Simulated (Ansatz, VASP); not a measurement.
**Si2C in VASP and in Ansatz**

```xyz
6
Lattice="-2.3908 2.3908 2.8858 2.3908 -2.3908 2.8858 2.3908 2.3908 -2.8858" Properties=species:S:1:pos:R:3 pbc="T T T"
Si    3.2653    0.8744    0.0000
Si    1.5164    0.8744    2.8858
Si   -0.8744    1.5164    2.8858
Si    0.8744    1.5164    0.0000
C     0.0000    0.0000    4.3287
C     0.0000    0.0000    1.4429
```

Alike in both runs: functional PBE; k mesh 10 × 10 × 10; occupations gaussian, width 0.1 eV; no spin polarisation.

Ansatz relaxed the structure, and its values are those at the end. VASP's run is a single point on that final structure, the one shown.

|  | VASP | Ansatz |
| --- | --- | --- |
| version | VASP 6.6.1 | Ansatz 0.2.0 |
| potentials or method | VASP PAW PBE potentials, release 64 (Si, C) | scalar-relativistic, plane waves, PAW |
| plane-wave cutoff (eV) | 520 | 420 |
| valence electrons in the cell | 24 | 24 |

```tsv
	VASP	Ansatz	Ansatz less VASP
gap on the k mesh at the Fermi level (eV)	none	none	-
pressure (GPa)	0.0	0.0	-0.01
```

A gap of «none» marks a metal or a gap that the smearing closes. The functional is the same, so the differences come from potentials, cutoffs and numerics.
